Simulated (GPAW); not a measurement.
# Bi (Im-3m) in GPAW: further runs, part 2 of 2

GPAW 26.7.0. Earlier steps stand in the parts before.

**3. Band structure, PBE**

run.py reads:

```python
from ase.dft.bandgap import bandgap
from ase.io import read, write
from ase.units import Bohr, GPa
from gpaw import GPAW, PW
from gpaw.elf import elf_from_dft_calculation

atoms = read('POSCAR')

calc = GPAW(mode=PW(600),
            xc='PBE',
            kpts={'size': (9, 9, 9), 'gamma': True},
            occupations={'name': 'fermi-dirac', 'width': 0.05},
            nbands=15,
            convergence={'density': 1e-05, 'energy': 1e-05},
            maxiter=150,
            txt='gpaw.txt')
atoms.calc = calc
energy = atoms.get_potential_energy()
forces = atoms.get_forces()
stress = atoms.get_stress()
calc.write('gs.gpw')
write('result.traj', atoms)
print(f'Energy: {energy:.6f} eV')
print('Forces (eV/A):')
print(forces.round(4))
print('Stress (GPa):', (stress / GPa).round(3))
print('Fermi level:', round(calc.get_fermi_level(), 4), 'eV')
print(f'Gap: {bandgap(calc)[0]:.4f} eV, direct: {bandgap(calc, direct=True)[0]:.4f} eV')

# fields on the real-space grid
write('density.cube', atoms, data=calc.get_pseudo_density() * Bohr**3)
write('potential.cube', atoms, data=calc.get_electrostatic_potential())
write('elf.cube', atoms, data=elf_from_dft_calculation(calc).data)

path = atoms.cell.bandpath('GHNGPH,PN', npoints=100, eps=1e-4)
bs_calc = calc.fixed_density(kpts=path, symmetry='off', nbands=25,
                             convergence={'bands': 'CBM+6.0', 'eigenstates': 1e-6}, txt='bands.txt')
bs = bs_calc.band_structure()
bs.write('bs.json')
print(f'Gap on the path: {bandgap(bs_calc)[0]:.4f} eV')
```

POSCAR reads:

```
Bi
1.0
   -1.9814305318      1.9814305318      1.9814305318
    1.9814305318     -1.9814305318      1.9814305318
    1.9814305318      1.9814305318     -1.9814305318
Bi
1
Direct
    0.0000000000      0.0000000000      0.0000000000
```

Potentials or basis: GPAW PAW data sets (gpaw-data 1.2.1), pw.

Run with:

```
$ OMP_NUM_THREADS=1 python run.py
```

gpaw.txt:

```text
__  _  _
 | _ |_)|_||  |
 |__||  | ||/\| - 26.7.0

Input parameters:
  mode=PW(ecut=600.0),
  convergence={'density': 1e-05, 'energy': 1e-05},
  kpts=MonkhorstPack(size=(9, 9, 9), gamma=True),
  maxiter=150,
  nbands=15,
  occupations=Occupations(name='fermi-dirac', width=0.05),
  xc=XC(name='PBE')

Diagonalizing LCAO Hamiltonian
Converting LCAO to pw mode

       Bi

Atoms  # Å, Bohr magnetons
|   | symbol |        x |        y |        z |    initial magnetic moments |
|---|--------|----------|----------|----------|-----------------------------|
| 0 |     Bi | 0.000000 | 0.000000 | 0.000000 | ( 0.0000,  0.0000,  0.0000) |

Unit cell  # Å
| periodic |         x |         y |         z |  lengths |     angles |
|----------|-----------|-----------|-----------|----------|------------|
|      yes | -1.981431 |  1.981431 |  1.981431 | 3.431938 | 109.471221 |
|      yes |  1.981431 | -1.981431 |  1.981431 | 3.431938 | 109.471221 |
|      yes |  1.981431 |  1.981431 | -1.981431 | 3.431938 | 109.471221 |

Number of symmetries: 48
Symmetry operations  # r_c * U_cc + t_c -> r_c
|    | kind |            matrix            |
|----|------|------------------------------|
|  0 |  σ   |  1, 1, 1,  0, 0,-1,  0,-1, 0 |
|  1 |  C4  |  1, 1, 1,  0, 0,-1, -1, 0, 0 |
|  2 |  C2  |  1, 1, 1,  0,-1, 0,  0, 0,-1 |
|  3 |  S6  |  1, 1, 1,  0,-1, 0, -1, 0, 0 |
|  4 |  S6  |  1, 1, 1, -1, 0, 0,  0, 0,-1 |
|  5 |  C4  |  1, 1, 1, -1, 0, 0,  0,-1, 0 |
|  6 |  E   |  1, 0, 0,  0, 1, 0,  0, 0, 1 |
|  7 |  σ   |  1, 0, 0,  0, 1, 0, -1,-1,-1 |
|  8 |  σ   |  1, 0, 0,  0, 0, 1,  0, 1, 0 |
|  9 |  C3  |  1, 0, 0,  0, 0, 1, -1,-1,-1 |
| 10 |  C3  |  1, 0, 0, -1,-1,-1,  0, 1, 0 |
| 11 |  σ   |  1, 0, 0, -1,-1,-1,  0, 0, 1 |
| 12 |  σ   |  0, 1, 0,  1, 0, 0,  0, 0, 1 |
| 13 |  C2  |  0, 1, 0,  1, 0, 0, -1,-1,-1 |
| 14 |  C3  |  0, 1, 0,  0, 0, 1,  1, 0, 0 |
| 15 |  S4  |  0, 1, 0,  0, 0, 1, -1,-1,-1 |
| 16 |  S4  |  0, 1, 0, -1,-1,-1,  1, 0, 0 |
| 17 |  C3  |  0, 1, 0, -1,-1,-1,  0, 0, 1 |
| 18 |  C3  |  0, 0, 1,  1, 0, 0,  0, 1, 0 |
| 19 |  S4  |  0, 0, 1,  1, 0, 0, -1,-1,-1 |
| 20 |  σ   |  0, 0, 1,  0, 1, 0,  1, 0, 0 |
| 21 |  C3  |  0, 0, 1,  0, 1, 0, -1,-1,-1 |
| 22 |  C2  |  0, 0, 1, -1,-1,-1,  1, 0, 0 |
| 23 |  S4  |  0, 0, 1, -1,-1,-1,  0, 1, 0 |
| 24 |  C4  |  0, 0,-1,  1, 1, 1,  0,-1, 0 |
| 25 |  σ   |  0, 0,-1,  1, 1, 1, -1, 0, 0 |
| 26 |  S6  |  0, 0,-1,  0,-1, 0,  1, 1, 1 |
| 27 |  C2  |  0, 0,-1,  0,-1, 0, -1, 0, 0 |
| 28 |  C4  |  0, 0,-1, -1, 0, 0,  1, 1, 1 |
| 29 |  S6  |  0, 0,-1, -1, 0, 0,  0,-1, 0 |
| 30 |  S6  |  0,-1, 0,  1, 1, 1,  0, 0,-1 |
| 31 |  C4  |  0,-1, 0,  1, 1, 1, -1, 0, 0 |
| 32 |  C4  |  0,-1, 0,  0, 0,-1,  1, 1, 1 |
| 33 |  S6  |  0,-1, 0,  0, 0,-1, -1, 0, 0 |
| 34 |  σ   |  0,-1, 0, -1, 0, 0,  1, 1, 1 |
| 35 |  C2  |  0,-1, 0, -1, 0, 0,  0, 0,-1 |
| 36 |  C2  | -1, 0, 0,  1, 1, 1,  0, 0,-1 |
| 37 |  S6  | -1, 0, 0,  1, 1, 1,  0,-1, 0 |
| 38 |  S6  | -1, 0, 0,  0, 0,-1,  1, 1, 1 |
| 39 |  C2  | -1, 0, 0,  0, 0,-1,  0,-1, 0 |
| 40 |  C2  | -1, 0, 0,  0,-1, 0,  1, 1, 1 |
| 41 |  i   | -1, 0, 0,  0,-1, 0,  0, 0,-1 |
| 42 |  S4  | -1,-1,-1,  1, 0, 0,  0, 1, 0 |
| 43 |  C3  | -1,-1,-1,  1, 0, 0,  0, 0, 1 |
| 44 |  C3  | -1,-1,-1,  0, 1, 0,  1, 0, 0 |
| 45 |  σ   | -1,-1,-1,  0, 1, 0,  0, 0, 1 |
| 46 |  S4  | -1,-1,-1,  0, 0, 1,  1, 0, 0 |
| 47 |  C2  | -1,-1,-1,  0, 0, 1,  0, 1, 0 |

BZ-sampling:
  Number of BZ points: 729
  Number of IBZ points: 35

  Monkhorst-Pack size: [9, 9, 9]
  Monkhorst-Pack shift: [0, 0, 0]

K-points  # in reciprocal-cell coordinates
|     |                                coordinates |     weight |
|-----|--------------------------------------------|------------|
|   0 | (  0.00000000,   0.00000000,   0.00000000) | 0.00137174 |
|   1 | (  0.11111111,   0.00000000,   0.00000000) | 0.01646091 |
|   2 | (  0.11111111,   0.11111111,  -0.11111111) | 0.00823045 |
|   3 | (  0.22222222,   0.00000000,  -0.11111111) | 0.03292181 |
|   4 | (  0.22222222,   0.00000000,   0.00000000) | 0.01646091 |
|   5 | (  0.22222222,   0.11111111,  -0.11111111) | 0.03292181 |
|   6 | (  0.22222222,   0.22222222,  -0.22222222) | 0.00823045 |
|   7 | (  0.33333333,  -0.11111111,  -0.11111111) | 0.01097394 |
|   8 | (  0.33333333,   0.00000000,  -0.11111111) | 0.06584362 |
|   9 | (  0.33333333,   0.00000000,   0.00000000) | 0.01646091 |
| ... |                                            |            |
|  34 | (  0.44444444,   0.44444444,   0.44444444) | 0.01097394 |

Plane wave coefficients: 1055
Cutoff: 600.0 eV

Spin-components: 1 (collinear spins)
Bands:           15
Projectors:      6
Spin-degeneracy: 2
Datatype:        complex128

Parallelization:
  kpt:    1
  domain: 1
  band:   1

Density:
  Valence electrons: 15.0
  Components: 1
  Grid points: [20 20 20]
  Charge: 0.0  # |e|

Potential:
  Grid points: [20 20 20]

species:
  Bi:
    name:    Bismuth
    Z:       83.0
    valence: 15
    core:    68
    charge:  0.0  # [|e|]
    compensation charges:
      type: gauss
      rc: 0.38  # [Å]
      lmax: 2
    cutoffs:
      filter: 2.23  # [Å]
      core: 2.33  # [Å]
    projectors
    | kind |    occ | energy [eV] | rcut [Å] |
    |------|--------|-------------|----------|
    |   6s |  2.000 |     -14.385 |    1.286 |
    |   6p |  3.000 |      -4.580 |    1.275 |
    |   5d | 10.000 |     -27.119 |    1.349 |
    |    s |        |      12.827 |    1.286 |
    |    p |        |      22.631 |    1.275 |
    |    d |        |       0.093 |    1.349 |

    Using partial waves for Bi as LCAO basis

Reference energy: -584848.382953  # eV

eigensolver:
  PPCG
  Converge bands: occupied
  niter=2

density mixing:
  MSR1-Mixer
  Pratt-step length: 0.05
  Maximum mixing coefficient: 0.75
  Old densities: 10
  SVD Regularization: 0.005
  Good broyden scale: 1.0
  Trust region scale: 1.0
  Backstep threshold: 4.0
  History deletion threshold: 6.0
  Fourier metric: weight=20.0, sigma=0.015

occupation numbers:
  Fermi-Dirac:
    width: 0.0500  # eV

poisson solver:
  ecut: 4800.0  # eV

xc functional:
  name: PBE with 2 nearest neighbor stencil

convergence criteria:
- Maximum integral of absolute [dens]ity change: 1e-05 electrons / valence electron
- Maximum [total energy] change in last 3 cyles: 1e-05 eV / valence electron
- Maximum integral of absolute [eigenst]ate change: 4e-08 eV^2 / valence electron
maximum number of iterations: 150

SCF iterations
|iter     | |      energy | eigst |  dens |
|---------|-|-------------|-------|-------|
|iter:   1| |   -4.546503 | -0.46 |       |
|iter:   2| |   -4.548707 | -2.89 | -1.80 |
|iter:   3| |   -4.553890 | -3.32 | -1.83 |
|iter:   4| |   -4.556212 | -3.79 | -2.20 |
|iter:   5| |   -4.556681 | -4.33 | -2.64 |
|iter:   6| |   -4.556680 | -6.77 | -3.47 |
|iter:   7| |   -4.556681c| -7.12 | -4.00 |
|iter:   8| |   -4.556681c| -7.72c| -5.05c|

Converged in 8 steps
Energy contributions relative to reference atoms: (reference = -584848.382953)

Energy contributions:
  Kinetic:          16.363935
  Coulomb:         -14.987896
  Zero:             -1.485041
  External:          0.000000
  Xc:               -4.445630
  Entropy:          -0.004096
  Spinorbit:         0.000000
  ----------------------------
  Free energy:      -4.558729
  Extrapolated:     -4.556681

dipole moment: (-7.710885, -7.710885, -7.710885)  # |e|*Ang

Fermi level: 7.684
Eigenvalues  # (at kpt = [0.000, 0.000, 0.000])
| band index |      eig [eV] | occ [0-2] |
|------------|---------------|-----------|
|          0 |       -15.582 |     2.000 |
|          1 |       -15.582 |     2.000 |
|          2 |       -15.582 |     2.000 |
|          3 |       -15.454 |     2.000 |
|          4 |       -15.454 |     2.000 |
|          5 |        -5.774 |     2.000 |
|          6 |        12.753 |     0.000 |
|          7 |        12.753 |     0.000 |
|          8 |        12.753 |     0.000 |
|          9 |        16.913 |     0.000 |
|         10 |        18.218 |     0.000 |
|         11 |        18.218 |     0.000 |
|         12 |        18.218 |     0.000 |
|         13 |        19.289 |     0.000 |
|         14 |        19.289 |     0.000 |

No gap
No difference between direct/indirect transitions

Forces  # eV/Ang
|       x |        y |       z |
|---------|----------|---------|
| 0.00000 | -0.00000 | 0.00000 |  # Bi   0

Stress tensor  # eV/Ang^3
|         x |         y |         z |
|-----------|-----------|-----------|
| -0.004674 |  0.000000 |  0.000000 |
|  0.000000 | -0.004674 | -0.000000 |
|  0.000000 | -0.000000 | -0.004674 |

# Writing to gs.gpw (mode='')
```

Wall time 22 s (1 thread of Arm Neoverse V1, shared host); peak memory 0.21 GiB.

Results:

```yaml
Free_energy: -4.5587 eV
Pressure: 0.7 GPa
Band_gap_along_the_path: none (metal or under the smearing width)
```

Levels at the corners of the path, in eV from the Fermi level:
```tsv
point	band 3	band 4	band 5	band 6	band 7	band 8	band 9	band 10	band 11
Γ	-23.27	-23.14	-23.14	-13.46	5.07	5.07	5.07	9.23	10.53
H	-23.08	-23.08	-23.08	-8.22	-1.86	-1.86	-1.86	3.46	3.46
N	-23.15	-23.15	-23.06	-10.37	-5.12	1.52	3.41	5.94	7.48
Γ	-23.27	-23.14	-23.14	-13.46	5.07	5.07	5.07	9.23	10.53
P	-23.20	-23.15	-23.15	-9.82	-2.39	-2.39	-2.39	14.99	14.99
H	-23.08	-23.08	-23.08	-8.22	-1.86	-1.86	-1.86	3.46	3.46
P	-23.20	-23.15	-23.15	-9.82	-2.39	-2.39	-2.39	14.99	14.99
N	-23.15	-23.15	-23.06	-10.37	-5.12	1.52	3.41	5.94	7.48
```

Caveat: spin-orbit coupling is left out, which moves the levels of the heavy elements.
